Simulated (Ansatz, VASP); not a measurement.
# One calculation of Rh, two programs

```
Rh
1.0
     0.00000    1.92657    1.92657
     1.92657    0.00000    1.92657
     1.92657    1.92657    0.00000
Rh
1
Direct
  0.00000 0.00000 0.00000
```

Alike in both runs: task single point; functional PBE; k mesh 18 × 18 × 18; occupations gaussian, width 0.05 eV; no spin polarisation.

```csv
,VASP,Ansatz
version,VASP 6.6.1,Ansatz 0.2.0
potentials or method,"VASP PAW PBE potentials, release 64 (Rh_pv)","scalar-relativistic, plane waves, PAW"
plane-wave cutoff (eV),520,420
valence electrons in the cell,15,17
```

|  | VASP | Ansatz | Ansatz less VASP |
| --- | --- | --- | --- |
| gap on the k mesh at the Fermi level (eV) | none | none | - |
| pressure (GPa) | -4.5 | -4.5 | -0.03 |

A gap of «none» marks a metal or a gap that the smearing closes. The two sets of potentials don't hold the same shells in valence.
